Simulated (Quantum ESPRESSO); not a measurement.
# TiC (Fm-3m) in Quantum ESPRESSO: a series of runs, part 2 of 2

Quantum ESPRESSO 7.5. The steps go on from the part before.

### Step 4. Single point, r2SCAN-X

File pw.in:

```
&CONTROL
  calculation = 'scf'
  prefix = 'pwscf'
  outdir = './tmp'
  pseudo_dir = './pseudo'
  tprnfor = .true.
  disk_io = 'nowf'
/
&SYSTEM
  ibrav = 0
  nat = 2
  ntyp = 2
  ecutwfc = 88
  nbnd = 13
  input_dft = 'XC-005I-000I-000I-000I-497L-498L'
  occupations = 'smearing'
  smearing = 'fd'
  degauss = 0.00367493
  nqx1 = 4
  nqx2 = 4
  nqx3 = 4
  ecutfock = 176
  exx_fraction = 0.1
  nosym = .true.
/
&ELECTRONS
  conv_thr = 1d-07
  electron_maxstep = 120
  mixing_beta = 0.5
  adaptive_thr = .true.
/
ATOMIC_SPECIES
Ti    47.8670 Ti_ONCV_PBE-1.2.upf
C     12.0110 C_ONCV_PBE-1.2.upf
CELL_PARAMETERS angstrom
   0.0000000000    2.1657188437    2.1657188437
   2.1657188437    0.0000000000    2.1657188437
   2.1657188437    2.1657188437    0.0000000000
ATOMIC_POSITIONS angstrom
Ti     0.0000000000    0.0000000000    0.0000000000
C      2.1657188437    2.1657188437    2.1657188437
K_POINTS automatic
4 4 4 0 0 0
```

The run is started by

```
$ OMP_NUM_THREADS=1 mpirun -n 2 pw.x -nk 2 -in pw.in > pw.out
```

Wall time 5.1 min (2 MPI ranks of Arm Neoverse V2, shared host); peak memory 0.62 GiB.

It converged, with:

```yaml
Free_energy: -1726.5175 eV
Band_gap_on_the_k_mesh: none (metal or under the smearing width)
```

Levels at points of the mesh, in eV from the Fermi level:
| k point | band 5 | band 6 | band 7 | band 8 | band 9 | band 10 | band 11 | band 12 |
| --- | --- | --- | --- | --- | --- | --- | --- | --- |
| (0.00, 0.00, 0.00) | -13.92 | 1.58 | 1.58 | 1.58 | 2.10 | 2.10 | 2.10 | 2.51 |
| (0.00, 0.00, -0.50) | -10.24 | -6.44 | -3.21 | -3.21 | 4.12 | 4.12 | 5.35 | 9.64 |
| (0.00, -0.50, 0.00) | -10.24 | -6.44 | -3.21 | -3.21 | 4.12 | 4.12 | 5.35 | 9.64 |
| (0.00, -0.50, -0.50) | -11.50 | -3.94 | -1.34 | 0.14 | 0.14 | 3.63 | 4.79 | 4.79 |
| (-0.50, 0.00, 0.00) | -10.24 | -6.44 | -3.21 | -3.21 | 4.12 | 4.12 | 5.35 | 9.64 |
| (-0.50, 0.00, -0.50) | -11.50 | -3.94 | -1.34 | 0.14 | 0.14 | 3.63 | 4.79 | 4.79 |
| (-0.50, -0.50, 0.00) | -11.50 | -3.94 | -1.34 | 0.14 | 0.14 | 3.63 | 4.79 | 4.79 |
| (-0.50, -0.50, -0.50) | -10.24 | -6.44 | -3.21 | -3.21 | 4.12 | 4.12 | 5.35 | 9.64 |

Caveat: the k mesh is coarse (spacing up to 0.63 Å⁻¹), so the values aren't converged.

### Step 5. Single point, r2SCAN-X

Changes to pw.in since step 4:

```diff
@@ -22,3 +22,3 @@
   ecutfock = 176
-  exx_fraction = 0.1
+  exx_fraction = 0.15
   nosym = .true.
```

The run is started by

```
$ OMP_NUM_THREADS=1 mpirun -n 2 pw.x -nk 2 -in pw.in > pw.out
```

Wall time 6.1 min (2 MPI ranks of Arm Neoverse V2, shared host); peak memory 0.62 GiB.

The run converged. Its results:

```yaml
Free_energy: -1726.3071 eV
Band_gap_on_the_k_mesh: none (metal or under the smearing width)
```

Levels at points of the mesh, in eV from the Fermi level:
```csv
k point,band 5,band 6,band 7,band 8,band 9,band 10,band 11,band 12
"(0.00, 0.00, 0.00)",-14.33,1.75,1.75,1.75,2.17,2.17,2.17,2.66
"(0.00, 0.00, -0.50)",-10.57,-6.73,-3.41,-3.41,4.39,4.39,5.63,9.94
"(0.00, -0.50, 0.00)",-10.57,-6.73,-3.41,-3.41,4.39,4.39,5.63,9.94
"(0.00, -0.50, -0.50)",-11.85,-4.19,-1.41,0.16,0.16,3.81,5.07,5.07
"(-0.50, 0.00, 0.00)",-10.57,-6.73,-3.41,-3.41,4.39,4.39,5.63,9.94
"(-0.50, 0.00, -0.50)",-11.85,-4.19,-1.41,0.16,0.16,3.81,5.07,5.07
"(-0.50, -0.50, 0.00)",-11.85,-4.19,-1.41,0.16,0.16,3.81,5.07,5.07
"(-0.50, -0.50, -0.50)",-10.57,-6.73,-3.41,-3.41,4.39,4.39,5.63,9.94
```

Caveat: the k mesh is coarse (spacing up to 0.63 Å⁻¹), so the values aren't converged.

### Step 6. Single point, r2SCAN-X

Changes to pw.in since step 5:

```diff
@@ -22,3 +22,3 @@
   ecutfock = 176
-  exx_fraction = 0.15
+  exx_fraction = 0.25
   nosym = .true.
```

Potentials or basis: SG15 PBE 1.2.

The run is started by

```
$ OMP_NUM_THREADS=1 mpirun -n 2 pw.x -nk 2 -in pw.in > pw.out
```

Wall time 7.1 min (2 MPI ranks of Arm Neoverse V2, shared host); peak memory 0.62 GiB.

It converged, with:

```yaml
Free_energy: -1725.8998 eV
Band_gap_on_the_k_mesh: none (metal or under the smearing width)
```

Levels at points of the mesh, in eV from the Fermi level:
| k point | band 4 | band 5 | band 6 | band 7 | band 8 | band 9 | band 10 | band 11 | band 12 | band 13 |
| --- | --- | --- | --- | --- | --- | --- | --- | --- | --- | --- |
| (0.00, 0.00, 0.00) | -36.68 | -15.14 | 2.10 | 2.10 | 2.10 | 2.31 | 2.31 | 2.31 | 2.95 | 2.95 |
| (0.00, 0.00, -0.50) | -36.73 | -11.22 | -7.31 | -3.83 | -3.83 | 4.92 | 4.92 | 6.19 | 10.55 | 10.55 |
| (0.00, -0.50, 0.00) | -36.73 | -11.22 | -7.31 | -3.83 | -3.83 | 4.92 | 4.92 | 6.19 | 10.55 | 10.55 |
| (0.00, -0.50, -0.50) | -36.87 | -12.56 | -4.68 | -1.55 | 0.21 | 0.21 | 4.18 | 5.64 | 5.64 | 7.79 |
| (-0.50, 0.00, 0.00) | -36.73 | -11.22 | -7.31 | -3.83 | -3.83 | 4.92 | 4.92 | 6.19 | 10.55 | 10.55 |
| (-0.50, 0.00, -0.50) | -36.87 | -12.56 | -4.68 | -1.55 | 0.21 | 0.21 | 4.18 | 5.64 | 5.64 | 7.79 |
| (-0.50, -0.50, 0.00) | -36.87 | -12.56 | -4.68 | -1.55 | 0.21 | 0.21 | 4.18 | 5.64 | 5.64 | 7.79 |
| (-0.50, -0.50, -0.50) | -36.73 | -11.22 | -7.31 | -3.83 | -3.83 | 4.92 | 4.92 | 6.19 | 10.55 | 10.55 |

Caveat: the k mesh is coarse (spacing up to 0.63 Å⁻¹), so the values aren't converged.

### Step 7. Summary

| level | SCF threshold | share of exact exchange | q mesh for exact exchange | cutoff for exact exchange | symmetry | gap on the mesh (eV) |
| --- | --- | --- | --- | --- | --- | --- |
| PBE | 4e-10 Ry | - | - | - | - | none |
| r2SCAN-X | 1e-07 Ry | 0.05 | 4 × 4 × 4 | 2394.6 eV | off | none |
| r2SCAN-X | 1e-07 Ry | 0.1 | 4 × 4 × 4 | 2394.6 eV | off | none |
| r2SCAN-X | 1e-07 Ry | 0.15 | 4 × 4 × 4 | 2394.6 eV | off | none |
| r2SCAN-X | 1e-07 Ry | 0.25 | 4 × 4 × 4 | 2394.6 eV | off | none |

Alike in all rows: task single point; potentials or basis SG15 PBE 1.2; no spin polarisation; cell as given; k mesh 4 × 4 × 4; cutoff (eV) 1197; smearing fermi-dirac 0.05 eV; the mesh is coarse, so values aren't converged.

Caveats: all runs use coarse meshes.

Absolute energies hang on the potentials; compare differences alone.
